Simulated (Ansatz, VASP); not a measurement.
Cr in VASP and in Ansatz

File INCAR:

```
ALGO = Normal
EDIFF = 1E-6
ENCUT = 520
GGA = PS
ISIF = 2
ISMEAR = 0
LASPH = T
LCHARG = F
LREAL = F
LWAVE = F
NBANDS = 12
NELM = 100
PREC = Accurate
SIGMA = 0.15
```

File KPOINTS:

```
k-points
0
Gamma
  22 22 22
```

File POSCAR:

```
Cr
1.0
    0.0000000000      1.8400000000      1.8400000000
    1.8400000000      0.0000000000      1.8400000000
    1.8400000000      1.8400000000      0.0000000000
Cr
1
Direct
    0.0000000000      0.0000000000      0.0000000000
```

Input for Ansatz:

```yaml
crystal:
  lattice:
    - [0.0, 1.84, 1.84]
    - [1.84, 0.0, 1.84]
    - [1.84, 1.84, 0.0]
  atoms:
    - { symbol: Cr, position: [0.0, 0.0, 0.0] }
basis:
  ecutwfc: 420
kpoints:
  mp_grid: { grid: [22, 22, 22] }
hamiltonian:
  xc: pbesol
scf:
  occupations: { method: gaussian, width: 0.15 }
output:
  forces: true
  stress: true
  eigenvalues: true
```

This isn't the form of Cr at room conditions, which is bcc.

Alike in both runs: task single point; functional PBEsol; k mesh 22 × 22 × 22; occupations gaussian, width 0.15 eV; no spin polarisation.

|  | VASP | Ansatz |
| --- | --- | --- |
| version | VASP 6.6.1 | Ansatz 0.2.0 |
| potentials or method | VASP PAW PBE potentials, release 64 (Cr_pv) | scalar-relativistic, plane waves, PAW |
| plane-wave cutoff (eV) | 520 | 420 |
| valence electrons in the cell | 12 | 14 |

VASP gave:

* gap on the k mesh at the Fermi level (eV): none
* pressure (GPa): -18.6

**Question.** Estimate Ansatz's values.

**Answer.** gap on the k mesh at the Fermi level (eV): none; pressure (GPa): -18.2.

A gap of «none» marks a metal or a gap that the smearing closes. The two sets of potentials don't hold the same shells in valence.

Caveats: so large a pressure means that the cell lies far from this level's equilibrium, or that cutoff or potentials fall short (VASP); the potentials were made for another functional, which shifts forces and pressure (VASP); the run has no spin polarisation, though such a crystal can be magnetic. Spin polarisation is off, so any magnetic state and its effect on volume and gap are missing.
